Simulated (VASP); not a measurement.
Runs of VASP 6.6.1 on C. The cell holds a slab with vacuum, 32 atoms: a = 5.044 Å, b = 2.522 Å, c = 22.975 Å, α = 90.00°, β = 90.00°, γ = 90.00°. The slab is cut from a database's or a generator's crystal, which needn't be the stable form of the element.

```tsv
cell	vacuum (Å)	gap on the mesh (eV)	largest force (eV/Å)	work function (eV)
P2/m, 9.13 Å³/atom	10	none	4.51	5.30
P2/m, 13.9 Å³/atom	22	none	4.51	5.31
P2/m, 11.52 Å³/atom	-	none	4.51	5.31
P2/m, 7.15 Å³/atom	5	none	(a)	-
```

Alike in all rows: task work function; level PBEsol; potentials or basis VASP PAW PBE potentials, release 64 (C); no spin polarisation; k mesh 6 × 10 × 1; cutoff (eV) 520; smearing gaussian 0.05 eV.

**Question.** Estimate the missing entries.

**Answer.** (a) 4.49.

Caveats: the PAW data sets were made with another functional, which shifts forces and pressure a little.

A gap of «none» marks a metal or a gap under the smearing width.
